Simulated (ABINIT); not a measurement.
Runs of ABINIT 10.8.3 (patched build) on TaN. Symmetry: Fm-3m, No. 225, cubic system. Conventional cell: a = 4.423 Å, b = 4.423 Å, c = 4.423 Å, α = 90.00°, β = 90.00°, γ = 90.00°. Ta (site symmetry m-3m) has 6 N at 2.21 Å as nearest neighbours. N (site symmetry m-3m) has 6 Ta at 2.21 Å as nearest neighbours. The cell comes from a database or a generator and needn't be the stable form of this composition.

```csv
task,level,potentials or basis,k mesh,cutoff (eV),fine-grid cutoff,mesh quality,gap on the mesh (eV),pressure (GPa),V0 of scaled cells (Å³/atom),B0 (GPa)
equation of state,revPBE+D3(BJ),JTH PAW PBE v2.0,10 × 10 × 10,680,1278.94 eV,not flagged,-,-,10.44,355
band structure,PBE,PseudoDojo NC SR PBE v0.5 standard,10 × 10 × 10,1143,-,not flagged,none,-1.6,-,-
band structure,PBEsol,PseudoDojo NC SR PBEsol v0.4.1 standard,10 × 10 × 10,1143,-,not flagged,none,(b),-,-
equation of state,BP86,JTH PAW PBE v2.0,10 × 10 × 10,680,1278.94 eV,not flagged,-,-,10.82,326
single point,r2SCAN,JTH PAW PBE v2.0,4 × 4 × 4,816,1414.99 eV,coarse,none,-2.3,-,-
equation of state,PW91,JTH PAW PBE v2.0,10 × 10 × 10,680,1278.94 eV,not flagged,-,-,10.77,(a)
single point,PBEsol,JTH PAW PBE v2.0,13 × 13 × 13,680,1278.94 eV,not flagged,none,-,-,-
equation of state,SOGGA,JTH PAW PBE v2.0,10 × 10 × 10,680,1278.94 eV,not flagged,-,-,10.41,366
```

Alike in all rows: no spin polarisation; cell as given; smearing fermi-dirac 0.05 eV.

Task: Fill in the values left out.

Result: (a) 331; (b) -11.1.

Caveats: some runs use coarse meshes; the highest band is partly filled, so the run has too few bands (some runs); the PAW data sets were made with another functional, which shifts forces and pressure a little (some runs); pressures at fixed basis lie under the slope of the energies (some runs); spin-orbit coupling is left out, which moves the levels of the heavy elements (some runs).

A k mesh can miss the band edges, and the runs leave out spin-orbit coupling on Ta.

A gap of «none» marks a metal or a gap under the smearing width.
